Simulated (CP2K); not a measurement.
The system is Ag.

```
Ag
1.0
     2.88888    0.00000    0.00000
     1.44444    2.50185    0.00000
     1.44444    0.83395    2.35876
Ag
1
Direct
  0.00000 0.00000 0.00000
```

Base run:

| Quantity | Value |
| --- | --- |
| Program | CP2K 2026.2 |
| Functional | PBE |
| Potentials or basis | POTENTIAL_UZH Ag GTH-PBE-q11; TZVP-MOLOPT-PBE-GTH basis |
| Density cutoff | 6123 eV |
| k mesh | 11 × 11 × 11 |
| Occupations | fermi-dirac, width 0.01 eV |
| Spin | no spin polarisation |

Its results: band gap on the k mesh none (metal or under the smearing width); pressure 4.0 GPa.

**Question.** After a change of settings the same cell gave: band gap on the k mesh none (metal or under the smearing width); pressure -2.5 GPa. Which change was it?
A. occupations from fermi-dirac, width 0.01 eV to fermi-dirac, width 0.05 eV; eps_default from 1.0E-9 to 1.0E-10
B. occupations from fermi-dirac, width 0.01 eV to fermi-dirac, width 0.0259 eV; ngrids from 5 to 4
C. functional from PBE to PBEsol

**Answer.** C.

PBEsol binds more tightly than PBE, so the same cell stands under less pressure.

Caveats: the basis of atomic orbitals isn't converged, which shifts pressures, moduli and gaps; the potentials were made for another functional, which shifts forces and pressure (some runs).

Not every run made on this cell is shown here.
